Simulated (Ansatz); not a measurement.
# PbSe (Pm-3m) in Ansatz: relaxation of cell and atoms with PBE+D4

Aim: the relaxation of cell and atoms of PbSe with PBE+D4.

Everything below comes from runs of Ansatz 0.2.0. Logs are shortened: lines on timing, memory, paths and dates and some standing lists are left out, and cuts for length are marked.

### Step 1. Starting point

The structure is cubic, space group Pm-3m (No. 221). The conventional cell has a = 3.784 Å, b = 3.784 Å, c = 3.784 Å, α = 90.00°, β = 90.00°, γ = 90.00°. Around Pb (site symmetry m-3m) lie 8 Se at 3.28 Å. Se (site symmetry m-3m) is surrounded by 8 Pb at 3.28 Å.

Measurements of this composition are mostly on another form, of space group No. 225.

### Step 2. Relaxation of cell and atoms, PBE+D4

File input.yaml:

```yaml
crystal:
  lattice:
    - [3.784322, 0.0, 0.0]
    - [0.0, 3.784322, 0.0]
    - [0.0, 0.0, 3.784322]
  atoms:
    - { symbol: Pb, position: [0.0, 0.0, 0.0] }
    - { symbol: Se, position: [0.5, 0.5, 0.5] }
hamiltonian:
  xc: pbe
  pseudopotentials: { kind: paw }
  dispersion: d4
kpoints:
  mp_grid: { grid: [7, 7, 7] }
scf:
  occupations: { method: fermi_dirac, width: 0.05 }
output:
  forces: true
  stress: true
  eigenvalues: true
  write_density: true
  write_potential: true
  elf: true
  volumetric_format: npy
relax:
  f_tol: 0.01
  max_steps: 40
  cell: { stress_tol: 0.05 }
```

Potentials or basis: Ansatz PAW.

Launch:

```bash
$ ansatz run input.yaml --threads 2 --pin off --max-ram 5632MiB --backend cpu --events-out ev --progress --plain --runs-dir out
```

The log of the run:

```text
Warning: RAYON_NUM_THREADS=2 ignored (pool sized by the plan → 2); use --threads N
Engine: ansatz 0.2.0, aarch64-unknown-linux-gnu
Pseudopotentials: kind: paw
Pseudopotential: Pb, paw, valence charge 14, recommended cutoff 420 eV (normal), Pb.paw.azcp
Pseudopotential: Se, paw, valence charge 16, recommended cutoff 420 eV (normal), Se.paw.azcp
Functional definition: PBE
  parameter kappa = 0.804
  parameter beta = 0.06672455060314922
  exchange = pbe_x(kappa = kappa, mu = beta*pi^2/3)
  correlation = pbe_c(beta = beta)
Crystal: 2 atoms, lattice volume = 54.196 Å³
Basis set: ecut = 420 eV, 1021 PW (Γ), exchange–correlation on 54×54×54 points (8 copies of the dense FFT grid, shifted against one another)
Bands: 19, of which v1, the nominal top of the filled ones, is band 15 counted from 1 (14 counted from 0)
Symmetry: 48 space group operations
Space group: Pm-3m (ITA 221), of the structure as read, at distance tolerance 3.8e-5 Å
k-points: 20 of 343
Non-local potential: Pb, projectors of the file, l = 0: 2, l = 1: 2, l = 2: 2, l = 3: 2
Non-local potential: Se, projectors of the file, l = 0: 2, l = 1: 2, l = 2: 3, l = 3: 1
PAW form: soft (Blöchl's): semilocal exchange-correlation on the pseudo side does not see the compensation charge
PAW one-centre angular grid: Pb, 590 points (default); XC on 64 Gauss nodes
PAW one-centre angular grid: Se, 590 points (default); XC on 64 Gauss nodes
Initial density: superposition of atomic densities (neutral atoms: chi_scale 0, normalization atom), corrected by the library's trained network
Initial wavefunctions: pseudopotential atomic-orbital guess
Functional: x = pbe(κ = 0.804, μ = 0.2195149727645171), c = pbe(β = 0.06672455060314922)
SCF iter   1: F=—  HF=-17376.988575 eV  |F-HF|=—  |Δ(HF+E_count)|=         —  Δρ=8.46e-4  dr2=6.92e-4  ethr=1.77e-3  ⟨swp⟩=6.2  Hψ=1796  notcnv=0
preconditioner: auto → Kerker (q_TF=auto, 2.472 Å⁻¹)  [metal: Δε(μ)=0.013 eV  Ē_g=15.354 eV  σ=0.050 eV  W_gap=0.06  n_scr=18 (ndim 8)  ℏωp=22.6 eV  f_vac=0.000  D(μ)=1.28/eV (n_scr^D=6)]
SCF iter   2: F=—  HF=-17376.987827 eV  |F-HF|=—  |Δ(HF+E_count)|=   7.48e-4  Δρ=4.94e-4  dr2=2.44e-4  ethr=2.31e-6  ⟨swp⟩=2.2  Hψ=826  notcnv=0
SCF iter   3: F=—  HF=-17376.987841 eV  |F-HF|=—  |Δ(HF+E_count)|=   1.47e-5  Δρ=2.09e-4  dr2=2.40e-5  ethr=8.12e-7  ⟨swp⟩=2.0  Hψ=676  notcnv=0
SCF iter   4: F=—  HF=-17376.987834 eV  |F-HF|=—  |Δ(HF+E_count)|=   7.83e-6  Δρ=1.12e-4  dr2=7.67e-6  ethr=8.00e-8  ⟨swp⟩=2.0  Hψ=680  notcnv=0
SCF iter   5: F=—  HF=-17376.987832 eV  |F-HF|=—  |Δ(HF+E_count)|=   1.58e-6  Δρ=4.11e-5  dr2=1.16e-6  ethr=2.56e-8  ⟨swp⟩=2.5  Hψ=569  notcnv=0
SCF iter   6: F=-17376.987832 eV  HF=-17376.987832 eV  |F-HF|=2.80e-8  |Δ(HF+E_count)|=   1.16e-7  Δρ=1.41e-5  dr2=5.73e-8  ethr=3.33e-10  ⟨swp⟩=7.0  Hψ=2632  notcnv=0
[... 39 lines left out ...]
SCF converged after 6 iterations
Free energy (F): -17377.007672 eV
Harris-Foulkes:  -17377.007672 eV  (|F-HF|=7.28e-12)
Internal energy: -17376.997896 eV  (E = F + TS)
E sigma→0 (E₀):  -17377.002784 eV
Entropy (-TS):   -0.009776 eV (-4.888 meV/atom)
Fermi energy:    10.228566 eV
--- Per-component energies (eV) ---
  E_band       = -382.058849
  E_kinetic    = 406.095902
  E_local      = -3246.095318  (includes V_loc(G=0)·N_el)
  E_nonlocal   = -245.860971
  E_hartree    = 1523.787629
  E_xc         = -325.747357
  E_vxc        = -231.490148  (∫ρ·V_xc dr)
  E_paw        = -12314.830253  (= ΣΔE_a)
  E_vpaw       = -112.283080  (= ΣTr[D̂ρ^β])
  E_aug_tail   = -0.000473  (compensation charges beyond the density's cutoff)
  E_ewald      = -3173.467767
  E_disp       = -0.879289  (pairwise vdW)
  E_smearing   = -0.009776  (= −TS)
  E_closure    = 0.000000  (closes the sum)
  Σ components = -17377.007672   (vs F -17377.007672, Δ=0.00e0)
--- Forces (eV/Å), atoms counted from 1 ---
  atom   1  Pb    -0.00000000     0.00000000     0.00000000
  atom   2  Se    -0.00000000    -0.00000000    -0.00000000
  max |Σ_I F_I| component: 1.45e-30 eV/Å
--- Stress (GPa, compression-positive) ---
       -0.046026       0.000000      -0.000000
        0.000000      -0.046026       0.000000
        0.000000       0.000000      -0.046026
  P = ⅓ Tr σ = -0.0460 GPa (-0.460 kbar)
--- Band table (eV; the first three rows and the last of 20) ---
  k-point 0: bands = ["-36.6288", "-36.6288", "-36.6288", "-36.6283", "-36.6283", "-6.6932", "-6.6932", "-6.5207", "-6.5207", "-6.5207", "-3.2718", "3.3120", "8.6377", "8.6377", "8.6377", "15.3291", "15.3291", "16.6539", "16.6539"]
  k-point 1: bands = ["-36.6288", "-36.6288", "-36.6288", "-36.6283", "-36.6282", "-6.6916", "-6.6679", "-6.5303", "-6.5303", "-6.5199", "-3.1115", "2.9583", "8.5739", "8.8222", "8.8222", "14.8624", "15.4854", "16.1195", "16.1195"]
  k-point 2: bands = ["-36.6289", "-36.6289", "-36.6288", "-36.6283", "-36.6279", "-6.6881", "-6.6115", "-6.5519", "-6.5519", "-6.5179", "-2.6779", "2.0811", "8.7910", "9.3142", "9.3142", "12.8809", "14.9258", "14.9258", "15.9349"]
  k-point 19: bands = ["-36.6291", "-36.6291", "-36.6291", "-36.6272", "-36.6272", "-6.6302", "-6.6241", "-6.6241", "-6.4806", "-6.4806", "-1.1697", "3.6862", "7.3002", "7.5796", "7.5796", "9.9974", "9.9974", "10.8746", "23.0981"]
--- Relaxed structure (3 steps of the walk, 3 accepted, 1 SCFs on fresh bases) ---
  F+E_penalty+E_count = -17377.00767248 eV   max|allowed force component| = 8.217e-31 eV/Å   (the final SCF, on the basis selected at the relaxed cell)
  cell:  # Å, volume = 51.6732 Å³
    - [3.7246745311391383, 1.2839532962581574e-34, 2.5679065925163143e-34]
    - [1.2839532962581574e-34, 3.7246745311391383, 2.5679065925163143e-34]
    - [2.5679065925163143e-34, 2.5679065925163143e-34, 3.7246745311391383]
  atoms:
    - { symbol: Pb, position: [1.1026673239854598e-34, 2.120514084585828e-36, -2.1205140845875157e-36] }
    - { symbol: Se, position: [0.5, 0.5, 0.5] }
```

rho_z.tsv:

```text
# z_ang	rho[e/angstrom^3]
# format = ansatz-planar-average/11
# lattice	3.724674531	0.000000000	0.000000000
# lattice	0.000000000	3.724674531	0.000000000
# lattice	0.000000000	0.000000000	3.724674531
# sites	2
# site	82	0.000000000	0.000000000	-0.000000000
# site	34	1.862337266	1.862337266	1.862337266
0.000000	8.288062e-1
0.148987	7.813539e-1
0.297974	6.614199e-1
0.446961	5.154523e-1
0.595948	3.848391e-1
0.744935	2.936432e-1
[... 17 lines left out ...]
3.426701	6.614199e-1
3.575688	7.813539e-1
```

v_z.tsv:

```text
# z_ang	v_es[eV]	v_tot[eV]
# format = ansatz-planar-average/11
# xc	pbe
# density_cutoff_ev	1680
# datasets	Pb=:simpson_from_first_knot:soft	Se=:simpson_from_first_knot:soft
# lattice	3.724674531	0.000000000	0.000000000
# lattice	0.000000000	3.724674531	0.000000000
# lattice	0.000000000	0.000000000	3.724674531
# sites	2
# site	82	0.000000000	0.000000000	-0.000000000
# site	34	1.862337266	1.862337266	1.862337266
0.000000	2.107515e0	-9.106314e0
0.148987	2.226668e0	-8.861154e0
0.297974	2.641973e0	-8.201170e0
0.446961	3.489733e0	-7.036026e0
0.595948	4.865156e0	-5.289583e0
0.744935	6.648621e0	-3.191181e0
[... 17 lines left out ...]
3.426701	2.641973e0	-8.201170e0
3.575688	2.226668e0	-8.861154e0
```

It took 3.5 s on 2 threads of Arm Neoverse V2, shared host; peak memory 0.33 GiB.

What came out:

```yaml
Free_energy: -17377.0077 eV
Relaxed_volume: 25.84 Å³/atom
Relaxed_cell: a = 3.725 Å, b = 3.725 Å, c = 3.725 Å, α = 90.00°, β = 90.00°, γ = 90.00°
Space_group_after_relaxing_to_0.05_Å: Pm-3m (No. 221)
Energy_gained_by_relaxing: 9.9 meV/atom
Ionic_steps: 4
Pressure_after_relaxing: 0.0 GPa
Band_gap_on_the_k_mesh: none (metal or under the smearing width)
```

Step by step:
| step | energy change (eV) | largest force (eV/Å) | volume (Å³) |
| --- | --- | --- | --- |
| 1 | 0.0000 | 0.0000 | 54.20 |
| 2 | -0.0197 | 0.0000 | 51.26 |
| 3 | -0.0201 | 0.0000 | 51.67 |
| 4 | -0.0198 | 0.0000 | 51.67 |

Final structure:
```xyz
2
Lattice="3.7247 0.0000 0.0000 0.0000 3.7247 0.0000 0.0000 0.0000 3.7247" Properties=species:S:1:pos:R:3 pbc="T T T"
Pb    0.0000    0.0000    0.0000
Se    1.8623    1.8623    1.8623
```

Caveat: the plane-wave basis is chosen anew once the cell has moved, so the energies of steps on either side of that aren't comparable; pairwise dispersion overbinds metals, which lowers pressure and volume.
